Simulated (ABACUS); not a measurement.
A run of ABACUS 3.10.1 is set up as follows.

INPUT

```
INPUT_PARAMETERS
suffix              NaCl
calculation         scf
basis_type          lcao
pseudo_dir          ./
orbital_dir         ./
symmetry            1
dft_functional      MGGA_X_R2SCAN+MGGA_C_R2SCAN
ecutwfc             100
pseudo_rcut         10
nspin               1
nbands              18
ks_solver           scalapack_gvx
smearing_method     fd
smearing_sigma      0.00367493
scf_thr             1e-07
scf_nmax            100
mixing_type         broyden
mixing_beta         0.7
cal_force           1
cal_stress          1
mixing_tau          1
out_mul             1
out_chg             1
```

STRU

```
ATOMIC_SPECIES
Cl 35.4500 Cl_ONCV_PBE-1.2.upf
Na 22.9898 Na_ONCV_PBE-1.2.upf

NUMERICAL_ORBITAL
Cl_confined-atom_7au_2s2p1d.orb
Na_confined-atom_9au_3s2p1d.orb

LATTICE_CONSTANT
7.4670677708

LATTICE_VECTORS
0.0000000000 0.7071067812 0.7071067812
0.7071067812 0.0000000000 0.7071067812
0.7071067812 0.7071067812 0.0000000000

ATOMIC_POSITIONS
Cartesian

Cl
0.0
1
0.7071067812 0.7071067812 0.7071067812 1 1 1

Na
0.0
1
0.0000000000 0.0000000000 0.0000000000 1 1 1
```

KPT

```
K_POINTS
0
Gamma
6 6 6 0 0 0
```

Potentials or basis: SG15 ONCV 1.2 PBE, DZP LCAO (the cutoffs set its grid).

The run is started by

```bash
$ OMP_NUM_THREADS=1 mpirun -np 4 abacus > log
```

(1) Estimate the band gap on the k mesh.

(2) What does it give for the pressure?

(3) Estimate the Mulliken charges.

Answers

(1) 5.94 eV, direct.

(2) 0.7 GPa.

(3) Cl -0.79; Na +0.79 e.

Caveat: the atomic orbitals were generated for these runs and aren't a published set; the potentials were made for another functional, which shifts forces and pressure; the basis of atomic orbitals isn't converged, which shifts pressures, moduli and gaps.
